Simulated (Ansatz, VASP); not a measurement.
# MgO in VASP and in Ansatz

```
CELL_PARAMETERS angstrom
3.28081 0.00000 0.00000
-1.64040 2.84126 0.00000
0.00000 0.00000 4.71802
ATOMIC_POSITIONS crystal
Mg 0.66667 0.33333 0.75000
Mg 0.33333 0.66667 0.25000
O 0.66667 0.33333 0.25000
O 0.33333 0.66667 0.75000
```

Alike in both runs: task single point; functional LDA; k mesh 12 × 12 × 6; occupations gaussian, width 0.05 eV; no spin polarisation.

```csv
,VASP,Ansatz
version,VASP 6.6.1,Ansatz 0.2.0
potentials or method,"VASP PAW LDA potentials, release 64 (Mg, O)","scalar-relativistic, plane waves, PAW"
plane-wave cutoff (eV),520,420
valence electrons in the cell,16,32
```

|  | VASP | Ansatz | Ansatz less VASP |
| --- | --- | --- | --- |
| gap on the k mesh at the Fermi level (eV) | 3.19 | 3.19 | +0.005 |
| least direct gap on the mesh (eV) | 3.19 | 3.19 | +0.005 |
| pressure (GPa) | 1.7 | 3.0 | +1.26 |
| largest component of the traceless stress (GPa) | 16.80 | 16.36 | -0.440 |

The two sets of potentials don't hold the same shells in valence.

A k mesh can miss the band edges. A hybrid or GW would open this gap; LDA tends to underestimate it.
